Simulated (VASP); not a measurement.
Runs of VASP 6.6.1 on TiO. Symmetry: Pm-3m, No. 221, cubic system. Conventional cell: a = 2.708 Å, b = 2.708 Å, c = 2.708 Å, α = 90.00°, β = 90.00°, γ = 90.00°. Around Ti (site symmetry m-3m) lie 8 O at 2.35 Å. O (site symmetry m-3m) has 8 Ti at 2.35 Å as nearest neighbours. The cell comes from a database or a generator and needn't be the stable form of this composition.

```tsv
level	potentials or basis	spin	U	fixed moment (μB)	gap on the mesh (eV)	pressure (GPa)	moment (μB)
r2SCAN+U	VASP PAW PBE potentials, release 64 (Ti_sv, O)	collinear, ferromagnetic start	Ti d U = 4 eV	-	none	-8.5	0.22
r2SCAN+U	VASP PAW PBE potentials, release 64 (Ti_sv, O)	collinear, zero start	Ti d U = 2 eV	-	none	(a)	0.21
r2SCAN+U	VASP PAW PBE potentials, release 64 (Ti_sv, O)	collinear, random start	Ti d U = 2 eV	-	none	-13.0	0.21
r2SCAN+U	VASP PAW PBE potentials, release 64 (Ti_sv, O)	collinear, zero start	Ti d U = 4 eV	-	none	-8.5	0.22
r2SCAN+U	VASP PAW PBE potentials, release 64 (Ti_sv, O)	collinear, ferromagnetic start	Ti d U = 2 eV	-	none	-13.0	0.21
r2SCAN+U	VASP PAW PBE potentials, release 64 (Ti_sv, O)	collinear, random start	Ti d U = 4 eV	-	none	-8.5	0.22
r2SCAN+U	VASP PAW PBE potentials, release 64 (Ti_sv, O)	collinear, ferromagnetic start	Ti d U = 2 eV	2	-	14.0	2.00
LDA+U	VASP PAW LDA potentials, release 64 (Ti_sv, O)	collinear, ferromagnetic start	Ti d U = 2 eV	-	none	-23.4	0.17
r2SCAN+U	VASP PAW PBE potentials, release 64 (Ti_sv, O)	collinear, ferromagnetic start	Ti d U = 4 eV	0	-	-8.7	0.00
r2SCAN+U	VASP PAW PBE potentials, release 64 (Ti_sv, O)	off	Ti d U = 4 eV	-	none	-8.7	-
```

Alike in all rows: task single point; cell as given; k mesh 7 × 7 × 7; cutoff (eV) 520; smearing gaussian 0.05 eV.

Q: Fill in the values left out.

A: (a) -12.9.

Caveats: the PAW data sets were made with another functional, which shifts forces and pressure a little (some runs); the total moment is fixed, so each spin has its own Fermi level (some runs); U without spin polarisation on a metal has little footing (some runs).

A gap of «none» marks a metal or a gap under the smearing width.
